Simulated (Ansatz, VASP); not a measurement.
**One calculation of Rh, two programs**

File INCAR:

```
  ALGO = Normal
  EDIFF = 1E-7
  ENCUT = 520
  GGA = RP
  ISIF = 2
  ISMEAR = -1
  LASPH = True
  LCHARG = True
  LELF = True
  LREAL = False
  LVHAR = True
  LWAVE = False
  NBANDS = 30
  NELM = 100
  PREC = Accurate
  SIGMA = 0.1
```

File KPOINTS:

```
k-points
0
Gamma
  9 9 13
```

File POSCAR:

```
Rh
1.0
    4.4797930883      0.0000000000      0.0000000000
   -2.2398965442      3.8796146181      0.0000000000
    0.0000000000      0.0000000000      2.7501019166
Rh
3
Direct
    0.0000000000      0.0000000000      0.0000000000
    0.3333333333      0.6666666667      0.5000000000
    0.6666666667      0.3333333333      0.5000000000
```

Input for Ansatz:

```yaml
crystal:
  lattice:
    - [4.4797930883, 0.0, 0.0]
    - [-2.2398965442, 3.8796146181, 0.0]
    - [0.0, 0.0, 2.7501019166]
  atoms:
    - { symbol: Rh, position: [0.0, 0.0, 0.0] }
    - { symbol: Rh, position: [0.3333333333, 0.6666666667, 0.5] }
    - { symbol: Rh, position: [0.6666666667, 0.3333333333, 0.5] }
hamiltonian:
  xc: rpbe
  pseudopotentials:
    kind: paw
    azcp:
      Rh: "pseudopotentials/Rh.paw.azcp"
basis:
  ecutwfc: 420
  fft_grid_basis: typed
kpoints:
  mp_grid: { grid: [9, 9, 13], shift: [0, 0, 0] }
magnetization:
  spin_polarized: false
scf:
  occupations: { method: fermi_dirac, width: 0.1 }
  lower_state_search: "off"
output:
  stress: true
  write_density: true
  write_potential: true
  elf: true
  volumetric_format: npy
```

Alike in both runs: task single point; functional RPBE; k mesh 9 × 9 × 13; occupations fermi-dirac, width 0.1 eV; no spin polarisation.

|  | VASP | Ansatz |
| --- | --- | --- |
| version | VASP 6.6.1 | Ansatz 0.2.0 |
| potentials or method | VASP PAW PBE potentials, release 64 (Rh_pv) | plane waves (420 eV) with PAW, scalar-relativistic |
| plane-wave cutoff (eV) | 520 | 420 |
| valence electrons in the cell | 45 | 51 |

Ansatz gave:

```
pressure (GPa)                                  : -13.8
largest component of the traceless stress (GPa) : 0.29
```

**Question.** Estimate VASP's values.

**Answer.** Pressure (GPa): -13.7; largest component of the traceless stress (GPa): 0.26.

The two sets of potentials don't hold the same shells in valence.

Caveats: the PAW data sets were made with another functional, which shifts forces and pressure a little (VASP).
